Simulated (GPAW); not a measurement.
# As (R-3m) in GPAW: single point with PBEsol

Aim: the single point of As with PBEsol.

Program: GPAW 26.7.0. These are calculated values, not measurements. Logs are shortened: lines on timing, memory, paths and dates and some standing lists are left out, and cuts for length are marked. The log counts tension as positive stress, the text compression.

## (1) The cell of the first run

Symmetry: R-3m, No. 166, trigonal system. The conventional cell has a = 3.762 Å, b = 3.762 Å, c = 10.542 Å, α = 90.00°, β = 90.00°, γ = 120.00°. Around As (site symmetry 3m) lie 3 As at 2.51 Å.

## (2) Single point, PBEsol (the cell as VASP's run set it)

File run.py:

```python
from ase.dft.bandgap import bandgap
from ase.io import read, write
from ase.units import GPa
from gpaw import GPAW, PW, setup_paths

setup_paths.insert(0, '.')

atoms = read('As.xyz')

calc = GPAW(mode=PW(600),
            xc='PBEsol',
            kpts={'size': (9, 9, 9), 'gamma': True},
            occupations={'name': 'methfessel-paxton', 'order': 0, 'width': 0.02},
            nbands=13,
            convergence={'density': 1e-05, 'energy': 1e-05},
            maxiter=150,
            txt='gpaw.txt')
atoms.calc = calc
energy = atoms.get_potential_energy()
forces = atoms.get_forces()
stress = atoms.get_stress()
calc.write('gs.gpw')
write('result.traj', atoms)
print(f'Energy: {energy:.6f} eV')
print('Forces (eV/A):')
print(forces.round(4))
print('Stress (GPa):', (stress / GPa).round(3))
print('Fermi level:', round(calc.get_fermi_level(), 4), 'eV')
print(f'Gap: {bandgap(calc)[0]:.4f} eV, direct: {bandgap(calc, direct=True)[0]:.4f} eV')
```

File As.xyz:

```xyz
2
Lattice="4.1310000000 0.0000000000 0.0000000000 2.4183895066 3.3491122995 0.0000000000 2.4183895066 1.2366737439 3.1124252996" Properties=species:S:1:pos:R:3 pbc="T T T"
As     2.0267180570      1.0363876458      0.7034081177
As     6.9410609562      3.5493983976      2.4090171819
```

Potentials or basis: PAW data sets generated in the run's folder for this functional, pw.

Started as:

```bash
$ gpaw-setup -f PBEsol As
$ OMP_NUM_THREADS=1 python run.py
```

gpaw.txt:

```text
__  _  _
 | _ |_)|_||  |
 |__||  | ||/\| - 26.7.0

Input parameters:
  mode=PW(ecut=600.0),
  convergence={'density': 1e-05, 'energy': 1e-05},
  kpts=MonkhorstPack(size=(9, 9, 9), gamma=True),
  maxiter=150,
  nbands=13,
  occupations=Occupations(name='methfessel-paxton', order=0, width=0.02),
  xc=XC(name='PBEsol')

Diagonalizing LCAO Hamiltonian
Converting LCAO to pw mode

                     As

       As

Atoms  # Å, Bohr magnetons
|   | symbol |        x |        y |        z |    initial magnetic moments |
|---|--------|----------|----------|----------|-----------------------------|
| 0 |     As | 2.026718 | 1.036388 | 0.703408 | ( 0.0000,  0.0000,  0.0000) |
| 1 |     As | 6.941061 | 3.549398 | 2.409017 | ( 0.0000,  0.0000,  0.0000) |

Unit cell  # Å
| periodic |        x |        y |        z |  lengths |    angles |
|----------|----------|----------|----------|----------|-----------|
|      yes | 4.131000 | 0.000000 | 0.000000 | 4.131000 | 54.167000 |
|      yes | 2.418390 | 3.349112 | 0.000000 | 4.131000 | 54.167000 |
|      yes | 2.418390 | 1.236674 | 3.112425 | 4.131000 | 54.167000 |

Number of symmetries: 12
Symmetry operations  # r_c * U_cc + t_c -> r_c
|    | kind |            matrix            |
|----|------|------------------------------|
|  0 |  E   |  1, 0, 0,  0, 1, 0,  0, 0, 1 |
|  1 |  σ   |  1, 0, 0,  0, 0, 1,  0, 1, 0 |
|  2 |  σ   |  0, 1, 0,  1, 0, 0,  0, 0, 1 |
|  3 |  C3  |  0, 1, 0,  0, 0, 1,  1, 0, 0 |
|  4 |  C3  |  0, 0, 1,  1, 0, 0,  0, 1, 0 |
|  5 |  σ   |  0, 0, 1,  0, 1, 0,  1, 0, 0 |
|  6 |  C2  |  0, 0,-1,  0,-1, 0, -1, 0, 0 |
|  7 |  S6  |  0, 0,-1, -1, 0, 0,  0,-1, 0 |
|  8 |  S6  |  0,-1, 0,  0, 0,-1, -1, 0, 0 |
|  9 |  C2  |  0,-1, 0, -1, 0, 0,  0, 0,-1 |
| 10 |  C2  | -1, 0, 0,  0, 0,-1,  0,-1, 0 |
| 11 |  i   | -1, 0, 0,  0,-1, 0,  0, 0,-1 |

BZ-sampling:
  Number of BZ points: 729
  Number of IBZ points: 85

  Monkhorst-Pack size: [9, 9, 9]
  Monkhorst-Pack shift: [0, 0, 0]

K-points  # in reciprocal-cell coordinates
|     |                                coordinates |     weight |
|-----|--------------------------------------------|------------|
|   0 | (  0.00000000,   0.00000000,   0.00000000) | 0.00137174 |
|   1 | (  0.11111111,   0.00000000,  -0.11111111) | 0.00823045 |
|   2 | (  0.11111111,   0.00000000,   0.00000000) | 0.00823045 |
|   3 | (  0.11111111,   0.11111111,  -0.11111111) | 0.00823045 |
|   4 | (  0.11111111,   0.11111111,   0.00000000) | 0.00823045 |
|   5 | (  0.11111111,   0.11111111,   0.11111111) | 0.00274348 |
|   6 | (  0.22222222,  -0.11111111,  -0.11111111) | 0.00823045 |
|   7 | (  0.22222222,   0.00000000,  -0.22222222) | 0.00823045 |
|   8 | (  0.22222222,   0.00000000,  -0.11111111) | 0.01646091 |
|   9 | (  0.22222222,   0.00000000,   0.00000000) | 0.00823045 |
| ... |                                            |            |
|  84 | (  0.44444444,   0.44444444,   0.44444444) | 0.00274348 |

Plane wave coefficients: 1461
Cutoff: 600.0 eV

Spin-components: 1 (collinear spins)
Bands:           13
Projectors:      10
Spin-degeneracy: 2
Datatype:        complex128

Parallelization:
  kpt:    1
  domain: 1
  band:   1

Density:
  Valence electrons: 10.0
  Components: 1
  Grid points: [24 24 24]
  Charge: 0.0  # |e|

Potential:
  Grid points: [24 24 24]

species:
  As:
    name:    Arsenic
    Z:       33.0
    valence: 5
    core:    28
    charge:  0.0  # [|e|]
    compensation charges:
      type: gauss
      rc: 0.33  # [Å]
      lmax: 2
    cutoffs:
      filter: 1.87  # [Å]
      core: 2.96  # [Å]
    projectors
    | kind |    occ | energy [eV] | rcut [Å] |
    |------|--------|-------------|----------|
    |   4s |  2.000 |     -14.495 |    1.058 |
    |   4p |  3.000 |      -5.197 |    1.058 |
    |    s |        |      12.716 |    1.058 |
    |    p |        |      22.014 |    1.058 |
    |    d |        |       0.000 |    1.058 |

    Using partial waves for As as LCAO basis

Reference energy: -122918.886158  # eV

eigensolver:
  PPCG
  Converge bands: occupied
  niter=2

density mixing:
  MSR1-Mixer
  Pratt-step length: 0.05
  Maximum mixing coefficient: 0.75
  Old densities: 10
  SVD Regularization: 0.005
  Good broyden scale: 1.0
  Trust region scale: 1.0
  Backstep threshold: 4.0
  History deletion threshold: 6.0
  Fourier metric: weight=20.0, sigma=0.015

occupation numbers:
  Methfessel-Paxton:
    width: 0.0200  # eV
    order: 0

poisson solver:
  ecut: 4800.0  # eV

xc functional:
  name: PBEsol with 2 nearest neighbor stencil

convergence criteria:
- Maximum integral of absolute [dens]ity change: 1e-05 electrons / valence electron
- Maximum [total energy] change in last 3 cyles: 1e-05 eV / valence electron
- Maximum integral of absolute [eigenst]ate change: 4e-08 eV^2 / valence electron
maximum number of iterations: 150

SCF iterations
|iter     | |      energy | eigst |  dens |
|---------|-|-------------|-------|-------|
|iter:   1| |  -10.215165 | -0.72 |       |
|iter:   2| |  -10.214004 | -3.03 | -1.17 |
|iter:   3| |  -10.192840 | -3.38 | -1.20 |
|iter:   4| |  -10.191456 | -4.21 | -1.78 |
|iter:   5| |  -10.191464 | -6.23 | -2.89 |
|iter:   6| |  -10.191466c| -7.36 | -3.38 |
|iter:   7| |  -10.191466c| -8.14c| -4.13 |
|iter:   8| |  -10.191466c| -9.20c| -5.26c|

Converged in 8 steps
Energy contributions relative to reference atoms: (reference = -122918.886158)

Energy contributions:
  Kinetic:          17.807880
  Coulomb:         -17.395210
  Zero:             -0.021830
  External:          0.000000
  Xc:              -10.582300
  Entropy:          -0.000012
  Spinorbit:         0.000000
  ----------------------------
  Free energy:     -10.191472
  Extrapolated:    -10.191466

dipole moment: (-0.000021, -0.000011, -0.000007)  # |e|*Ang

Fermi level: 6.842
Eigenvalues  # (at kpt = [0.000, 0.000, 0.000])
| band index |      eig [eV] | occ [0-2] |
|------------|---------------|-----------|
|          0 |        -8.205 |     2.000 |
|          1 |         1.089 |     2.000 |
|          2 |         4.394 |     2.000 |
|          3 |         4.841 |     2.000 |
|          4 |         4.841 |     2.000 |
|          5 |         8.438 |     0.000 |
|          6 |         9.773 |     0.000 |
|          7 |         9.773 |     0.000 |
|          8 |        13.745 |     0.000 |
|          9 |        13.745 |     0.000 |
|         10 |        14.253 |     0.000 |
|         11 |        15.689 |     0.000 |
|         12 |        15.705 |     0.000 |

No gap
No difference between direct/indirect transitions

Forces  # eV/Ang
|        x |        y |        z |
|----------|----------|----------|
|  0.36401 |  0.18614 |  0.12634 |  # As   0
| -0.36401 | -0.18614 | -0.12634 |  # As   1

Stress tensor  # eV/Ang^3
|         x |         y |         z |
|-----------|-----------|-----------|
| -0.001684 |  0.001496 |  0.001016 |
|  0.001496 | -0.003846 |  0.000519 |
|  0.001016 |  0.000519 | -0.004258 |

# Writing to gs.gpw (mode='')
```

It took 46 s on 1 thread of Arm Neoverse N1, shared host; peak memory 0.18 GiB.

Results:

* Free energy: -10.1915 eV
* Pressure: 0.5 GPa
* Largest force: 0.428 eV/Å
* Band gap on the k mesh: none (metal or under the smearing width)

Forces on the atoms (eV/Å):
```
As   0.364  0.186  0.126
As  -0.364 -0.186 -0.126
```

Stress tensor (GPa, compression positive):
```
 0.27 -0.24 -0.16
-0.24  0.62 -0.08
-0.16 -0.08  0.68
```

Levels at points of the mesh, in eV from the Fermi level:
| k point | band 2 | band 3 | band 4 | band 5 | band 6 | band 7 | band 8 | band 9 |
| --- | --- | --- | --- | --- | --- | --- | --- | --- |
| (0.00, 0.00, 0.00) | -5.75 | -2.45 | -2.00 | -2.00 | 1.60 | 2.93 | 2.93 | 6.90 |
